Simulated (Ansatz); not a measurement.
# ZnS (F-43m) in Ansatz: settings compared

One crystal, ZnS, is run at these levels: LDA, PBE; tasks: band structure, single point, equation of state.

All numbers are computed with Ansatz 0.2.0; they aren't measurements. Logs are shortened: lines on timing, memory, paths and dates and some standing lists are left out, and cuts for length are marked.

**Experimental background.**

“Electronic, vibrational, and thermodynamic properties of ZnS (zincblende and rocksalt structure)”, 2009, arxiv:0911.5022 quotes, for a bulk crystal of ZnS: band gap 3.85 eV (direct) at 19 K; bulk modulus 76.9 GPa.

The results are compared with them further down.

## (1) Starting point

Symmetry: F-43m, No. 216, cubic system. The conventional cell has a = 5.404 Å, b = 5.404 Å, c = 5.404 Å, α = 90.00°, β = 90.00°, γ = 90.00°. Zn (site symmetry -43m) has 4 S at 2.34 Å as nearest neighbours. S (site symmetry -43m) is surrounded by 4 Zn at 2.34 Å.

## (2) Band structure, LDA

input.yaml reads:

```yaml
crystal:
  lattice:
    - [0.0, 2.702, 2.702]
    - [2.702, 0.0, 2.702]
    - [2.702, 2.702, 0.0]
  atoms:
    - { symbol: Zn, position: [0.75, 0.75, 0.75] }
    - { symbol: S, position: [0.0, 0.0, 0.0] }
hamiltonian:
  xc: lda
  pseudopotentials: { kind: paw, xc_functional: lda, accuracy: standard }
kpoints:
  mp_grid: { grid: [9, 9, 9] }
  band_path:
    path:
      - [[0.0, 0.0, 0.0], [0.5, 0.0, 0.5], [0.5, 0.25, 0.75], [0.375, 0.375, 0.75], [0.0, 0.0, 0.0], [0.5, 0.5, 0.5], [0.625, 0.25, 0.625], [0.5, 0.25, 0.75], [0.5, 0.5, 0.5], [0.375, 0.375, 0.75]]
      - [[0.625, 0.25, 0.625], [0.5, 0.0, 0.5]]
    npoints: 14
scf:
  occupations: { method: fermi_dirac, width: 0.05 }
  n_extra_bands: 6
output:
  forces: true
  stress: true
  eigenvalues: true
  fatbands: false
```

Potentials or basis: JTH PAW LDA.

Command:

```
ansatz run input.yaml --threads 2 --pin off --max-ram 5120MiB --backend cpu --events-out ev --progress --plain --runs-dir out
```

The program printed:

```text
Warning: the checks of this Zn dataset prove no rule for summing its radial tables, as where they were carried onto another mesh than they were made on, and Gregory's rule is taken, under which a leading mesh point left out moves its sums only by what lay on the interval it spanned. That does not make them correct, and they differ from Quantum ESPRESSO's on this file; a re-export a fraction of a mesh step off can move them. hamiltonian.pseudopotentials.radial_quadrature: simpson_from_first_knot sums it by `pw.x`'s rule; on a PAW file no value gives `pw.x`'s numbers. What more to know: hamiltonian.pseudopotentials.radial_quadrature, in the input reference
Warning: the checks of this S dataset prove no rule for summing its radial tables, as where they were carried onto another mesh than they were made on, and Gregory's rule is taken, under which a leading mesh point left out moves its sums only by what lay on the interval it spanned. That does not make them correct, and they differ from Quantum ESPRESSO's on this file; a re-export a fraction of a mesh step off can move them. hamiltonian.pseudopotentials.radial_quadrature: simpson_from_first_knot sums it by `pw.x`'s rule; on a PAW file no value gives `pw.x`'s numbers. What more to know: hamiltonian.pseudopotentials.radial_quadrature, in the input reference
Warning: RAYON_NUM_THREADS=2 ignored (pool sized by the plan → 2); use --threads N
scf.n_extra_bands = 6 over 9 filled bands (N_el = 18.0): the run solves 15 bands
Engine: ansatz 0.2.0, aarch64-unknown-linux-gnu
Pseudopotentials: kind: paw
Pseudopotential: Zn, paw, valence charge 12, recommended cutoff 960 eV (normal), Zn.paw.azcp
Pseudopotential: S, paw, valence charge 6, recommended cutoff 750 eV (normal), S.paw.azcp
Functional definition: SPW92
  exchange = slater_x
  correlation = pw_c
Crystal: 2 atoms, lattice volume = 39.454 Å³
Basis set: ecut = 960 eV, 2685 PW (Γ)
Bands: 15, of which v1, the nominal top of the filled ones, is band 9 counted from 1 (8 counted from 0)
Symmetry: 24 space group operations
Space group: F-43m (ITA 216), of the structure as read, at distance tolerance 3.4e-5 Å
k-points: 35 of 729 (time reversal used)
Non-local potential: Zn, projectors of the file, l = 0: 2, l = 1: 2, l = 2: 2
Non-local potential: S, projectors of the file, l = 0: 2, l = 1: 2
PAW form: compensated (Kresse and Joubert's): semilocal exchange-correlation on the pseudo side sees the compensation charge
PAW one-centre angular grid: Zn, 590 points (default); XC on 93 of its mesh's 901 points in the sphere
PAW one-centre angular grid: S, 110 points (default); XC on 84 of its mesh's 836 points in the sphere
Initial density: superposition of atomic densities (chi_scale 0.1, normalization cell, long waves kept (reshape's long-wave potential 0.00 eV rms))
Initial wavefunctions: pseudopotential atomic-orbital guess
Functional: x = slater, c = lda
SCF iter   1: F=—  HF=-4115.029647 eV  |F-HF|=—  |Δ(HF+E_count)|=         —  Δρ=4.39e-2  dr2=3.40e-1  ethr=3.10e-3  ⟨swp⟩=13.0  Hψ=6427  notcnv=0  defer=1
preconditioner: auto → none  [insulator: Δε(μ)=1.924 eV  Ē_g=14.245 eV  σ=0.050 eV  W_gap=1.00  n_scr=14 (ndim 8)  ℏωp=25.1 eV  f_vac=0.002  D(μ)=0.00/eV (n_scr^D=0)  ε∞_Penn≈4.1]
SCF iter   2: F=—  HF=-4114.945640 eV  |F-HF|=—  |Δ(HF+E_count)|=   8.40e-2  Δρ=2.17e-2  dr2=7.79e-2  ethr=1.89e-3  ⟨swp⟩=3.4  Hψ=1412  notcnv=0  defer=54
SCF iter   3: F=—  HF=-4114.922192 eV  |F-HF|=—  |Δ(HF+E_count)|=   2.34e-2  Δρ=1.18e-2  dr2=2.78e-2  ethr=4.33e-4  ⟨swp⟩=3.1  Hψ=1396  notcnv=0  defer=54
SCF iter   4: F=—  HF=-4114.910750 eV  |F-HF|=—  |Δ(HF+E_count)|=   1.14e-2  Δρ=9.58e-4  dr2=1.42e-4  ethr=1.54e-4  ⟨swp⟩=3.1  Hψ=1060  notcnv=0  defer=54
SCF iter   5: F=—  HF=-4114.910851 eV  |F-HF|=—  |Δ(HF+E_count)|=   1.01e-4  Δρ=6.06e-4  dr2=1.27e-4  ethr=7.90e-7  ⟨swp⟩=3.7  Hψ=1446  notcnv=0  defer=54
SCF iter   6: F=—  HF=-4114.910798 eV  |F-HF|=—  |Δ(HF+E_count)|=   5.29e-5  Δρ=1.52e-4  dr2=5.88e-6  ethr=7.03e-7  ⟨swp⟩=2.1  Hψ=797  notcnv=0  defer=54
SCF iter   7: F=—  HF=-4114.910839 eV  |F-HF|=—  |Δ(HF+E_count)|=   4.17e-5  Δρ=4.52e-5  dr2=5.52e-7  ethr=3.26e-8  ⟨swp⟩=2.5  Hψ=818  notcnv=0  defer=54
SCF iter   8: F=-4114.910839 eV  HF=-4114.910839 eV  |F-HF|=1.80e-9  |Δ(HF+E_count)|=   1.26e-7  Δρ=3.02e-6  dr2=1.68e-9  ethr=5.56e-10  ⟨swp⟩=19.7  Hψ=4869  notcnv=0
SCF 1 converged in 8 iterations: F = -4114.910839 eV  dr2 = 1.68e-9
NSCF: frozen V_eff on 142 k-points
SCF converged after 8 iterations
Free energy (F): -4114.910839 eV
Harris-Foulkes:  -4114.910839 eV  (|F-HF|=1.80e-9)
Internal energy: -4114.910839 eV  (E = F + TS)
E sigma→0 (E₀):  -4114.910839 eV
Fermi energy:    7.159198 eV
--- Per-component energies (eV) ---
  E_band       = 10.653942
  E_kinetic    = 300.562778
  E_local      = -1904.059809  (includes V_loc(G=0)·N_el)
  E_nonlocal   = 430.087667
  E_hartree    = 576.383772
  E_xc         = -294.805538
  E_vxc        = -355.913343  (∫ρ·V_xc dr)
  E_paw        = -1969.700393  (= ΣΔE_a)
  E_vpaw       = 387.208105  (= ΣTr[D̂ρ^β])
  E_aug_tail   = -0.000023  (compensation charges beyond the density's cutoff)
  E_ewald      = -1253.379294
  E_smearing   = -0.000000  (= −TS)
  E_closure    = -0.000000  (closes the sum)
  Σ components = -4114.910839   (vs F -4114.910839, Δ=0.00e0)
--- Forces (eV/Å), atoms counted from 1 ---
  atom   1  Zn     0.00000000    -0.00000000    -0.00000000
  atom   2  S     -0.00000000     0.00000000     0.00000000
  max |Σ_I F_I| component: 1.48e-16 eV/Å
--- Stress (GPa, compression-positive) ---
       -4.638794       0.000000      -0.000000
        0.000000      -4.638794       0.000000
        0.000000       0.000000      -4.638794
  P = ⅓ Tr σ = -4.6388 GPa (-46.388 kbar)
--- Band table (eV; the first three rows and the last of 35) ---
  k-point 0: bands = ["-6.9321", "-0.2881", "-0.2881", "-0.2881", "0.1955", "0.1955", "6.1960", "6.1960", "6.1960", "8.0424", "12.4120", "12.4120", "12.4120", "17.6927", "17.7805"]
  k-point 1: bands = ["-6.8372", "-0.2878", "-0.2715", "-0.2715", "0.1940", "0.1940", "5.2143", "6.0751", "6.0751", "8.7873", "12.3035", "12.6190", "12.6190", "17.2628", "17.2628"]
  k-point 2: bands = ["-6.5807", "-0.2592", "-0.2326", "-0.2326", "0.1949", "0.1949", "3.6667", "5.7959", "5.7959", "9.4074", "12.6783", "12.9840", "12.9840", "16.9077", "16.9077"]
  k-point 34: bands = ["-5.6799", "-0.1593", "-0.0354", "0.1240", "0.1834", "0.5541", "1.5515", "3.2412", "3.7770", "11.5965", "11.9476", "13.4727", "14.9986", "17.7628", "19.6055"]
```

Wall time 9.2 s (2 threads of Arm Neoverse V2, shared host); peak memory 0.39 GiB.

Results:

| Property | Result |
| --- | --- |
| Free energy | -4114.9108 eV |
| Pressure | -4.6 GPa |
| Band gap on the k mesh | 1.85 eV, direct |
| Band gap along the path | 1.85 eV, direct |

Levels at the corners of the path, in eV from the valence-band top:
| point | band 6 | band 7 | band 8 | band 9 | band 10 | band 11 | band 12 | band 13 |
| --- | --- | --- | --- | --- | --- | --- | --- | --- |
| Γ | -6.00 | 0.00 | 0.00 | 0.00 | 1.85 | 6.22 | 6.22 | 6.22 |
| X | -5.78 | -4.67 | -2.25 | -2.25 | 3.18 | 3.88 | 10.69 | 11.73 |
| W | -5.59 | -4.68 | -2.80 | -2.77 | 5.52 | 5.88 | 7.65 | 7.99 |
| K | -5.65 | -4.71 | -3.18 | -1.83 | 3.92 | 5.79 | 9.14 | 9.59 |
| Γ | -6.00 | 0.00 | 0.00 | 0.00 | 1.85 | 6.22 | 6.22 | 6.22 |
| L | -5.79 | -5.38 | -0.88 | -0.88 | 3.08 | 6.75 | 6.75 | 8.62 |
| U | -5.65 | -4.71 | -3.18 | -1.83 | 3.92 | 5.79 | 9.14 | 9.59 |
| W | -5.59 | -4.68 | -2.80 | -2.77 | 5.52 | 5.88 | 7.65 | 7.99 |
| L | -5.79 | -5.38 | -0.88 | -0.88 | 3.08 | 6.75 | 6.75 | 8.62 |
| K | -5.65 | -4.71 | -3.18 | -1.83 | 3.92 | 5.79 | 9.14 | 9.59 |
| U | -5.65 | -4.71 | -3.18 | -1.83 | 3.92 | 5.79 | 9.14 | 9.59 |
| X | -5.78 | -4.67 | -2.25 | -2.25 | 3.18 | 3.88 | 10.69 | 11.73 |

(Part 1 of 2 ends here.)
